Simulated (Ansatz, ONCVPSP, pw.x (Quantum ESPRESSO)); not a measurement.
**ruthenium (Ru): does the ONCV potential hold in the solid?**

* Element: Ru
* Generator: ONCVPSP 4.0.1.1 (patched build)
* Type: optimised norm-conserving Vanderbilt (ONCV)
* Functional: PBE
* Relativity: scalar-relativistic
* Frozen core: [Ar] 3d10
* Valence charge: 16
* Reference configuration: 4s2 4p6 4d7 5s1
* Partial waves: 4s+5s: rc 1.74 bohr, ncon 4, nbas 9, qcut 9.4 1/bohr, 3 projectors, debl 3.6 Ha; 4p: rc 1.74 bohr, ncon 3, nbas 7, qcut 8.3 1/bohr, 1 projector; 4d: rc 2.22 bohr, ncon 3, nbas 8, qcut 6.2 1/bohr, 1 projector
* Local potential: polynomial inside 1.22 bohr (lpopt 5, dvloc0 4 Ha)
* Core correction: none

Atomic tests: cutoffs needed: 25 Ha and 29 Ha (the cutoffs (Ha) at which the residual kinetic energy of the hardest occupied pseudo-wave falls to 1 and 0.1 mHa per electron); ghost test: no bound ghost flagged; GHOST(+) flagged for s at 598.8 eV; largest excitation error: +18 meV (all-electron minus pseudo) for 4s2 4p6 4d5 5s0, out of 4 test configurations.

Crystal test: fcc Ru in pw.x 7.5, no spin, 15³ k-points, Fermi–Dirac smearing 0.01 Ry, cutoffs 70/280 Ry. The reference is all-electron LAPW (Ansatz 0.2.0) with the same functional, mesh and smearing; V0 and B0 come from Birch–Murnaghan fits to the pressures at five volumes. Errors are pseudo minus all-electron; Δ is the rms difference of the E(V) curves that follow from these fits, minima aligned, over ±6 % about the mean V0. Mesh and smearing are coarse, so the numbers serve the comparison and aren't converged zero-temperature values; the lattice is a test structure that the element need not adopt.

```
V (Å³/atom)  P all-electron (GPa)  P pseudo (GPa)
     13.123                 18.67           19.78
     13.469                  9.10            9.99
     13.814                  0.83            1.52
     14.159                 -6.32           -5.80
     14.505                -12.49          -12.14
```

All-electron: a0 = 3.812 Å (V0 = 13.85 Å³/atom), B0 = 303.1 GPa.

Pseudopotential: mean pressure error (GPa): +0.71; a0 (Å): 3.815; a0 error (%): +0.07; B0 error (%): +1.4; Δ (meV/atom): 2.1.

Problem. At the middle volume, how do free energy and pressure move when the wave cutoff is lowered (ecutrho kept at four times it)?

Solution.

```
cutoff (Ry)  shift of F (meV/atom)  shift of P (GPa)
         32                +1633.6            -72.80
         42                 +266.9            -15.96
         56                  +14.0             -1.38
```

The run at the middle volume (120 k-points, 9 iterations) took about 23 s on one core of a shared host (Intel(R) Xeon(R) Platinum 8488C, 96 threads, 744 GiB, load 104).
